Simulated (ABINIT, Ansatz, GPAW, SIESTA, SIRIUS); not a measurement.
# One calculation of Al, 5 ways

```xyz
1
Lattice="-1.5912 1.5912 1.5912 1.5912 -1.5912 1.5912 1.5912 1.5912 -1.5912" Properties=species:S:1:pos:R:3 pbc="T T T"
Al    0.0000    0.0000    0.0000
```

This isn't the form of Al at room conditions, which is fcc.

Alike in all runs: task single point; functional PBEsol; k mesh 12 × 12 × 12; occupations fermi-dirac, width 0.05 eV; no spin polarisation; no spin-orbit coupling. Pressure is positive in compression and, in plane waves, holds the error of the finite cutoff.

| program and potentials | plane-wave cutoff (eV) | notes | band gap (eV) | pressure (GPa) |
| --- | --- | --- | --- | --- |
| ABINIT, PseudoDojo NC SR PBEsol v0.4.1 standard | 544 | - | no gap | 2.13 |
| Ansatz, all-electron LAPW, scalar-relativistic | - | - | no gap | 2.26 |
| SIESTA, files PseudoDojo sr-pbesol-0.4.1-standard, DZP (energy shift 0.003 Ry) | - | atomic basis | no gap | 2.59 |
| SIRIUS, PseudoDojo 0.4.1 PBEsol standard (scalar relativistic) | 557 | - | no gap | 2.13 |
| GPAW, PAW data sets generated for this functional | 600 | - | no gap | 2.44 |

None finds a gap. The pressure spans 2.13 (ABINIT, PseudoDojo NC SR PBEsol v0.4.1 standard) to 2.59 GPa (SIESTA, files PseudoDojo sr-pbesol-0.4.1-standard, DZP (energy shift 0.003 Ry)), with all-electron results at 2.26. Rows in atomic bases carry the error of their basis and grid, which can be large.

Differences between rows come from potentials, basis sets and numerical settings, since the functional is the same but for its coding. Runs on potential files found faulty are left out.
